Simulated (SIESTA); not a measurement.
HfO2:

```xyz
6
Lattice="3.5580 0.0000 0.0000 0.0000 3.5580 0.0000 0.0000 0.0000 5.1719" Properties=species:S:1:pos:R:3 pbc="T T T"
Hf    0.0000    0.0000    0.0000
Hf    1.7790    1.7790    2.5859
O     0.0000    1.7790    1.0199
O     1.7790    0.0000    1.5660
O     1.7790    0.0000    4.1519
O     0.0000    1.7790    3.6059
```

Measurements of this composition are mostly on another form, of space group No. 14.

Program: SIESTA 5.4.2. Alike in all runs: task band structure; no spin polarisation; cell as given; k mesh 8 × 8 × 5; smearing fermi-dirac 0.05 eV; grid cutoff 800 Ry; energy shift 0.003 Ry.

Q: Order these runs on this cell by their pressure, lowest first.
A. level BLYP; potentials or basis PseudoDojo 0.4 standard (PBE files), DZP (energy shift 0.003 Ry; two zetas on semicore shells)
B. level vdW-DF-cx; potentials or basis PseudoDojo 0.4 standard (PBE files), DZP (energy shift 0.003 Ry; two zetas on semicore shells)
C. level AM05; potentials or basis PseudoDojo 0.4 standard (PBEsol files), DZP (energy shift 0.003 Ry; two zetas on semicore shells)

A: C (4.5 GPa), B (6.7 GPa), A (19.9 GPa).

Caveats: short orbitals over semicore shells can move pressures by several GPa; the potentials were made for another functional, which shifts forces and pressure; the basis of atomic orbitals isn't converged, which shifts pressures, moduli and gaps.
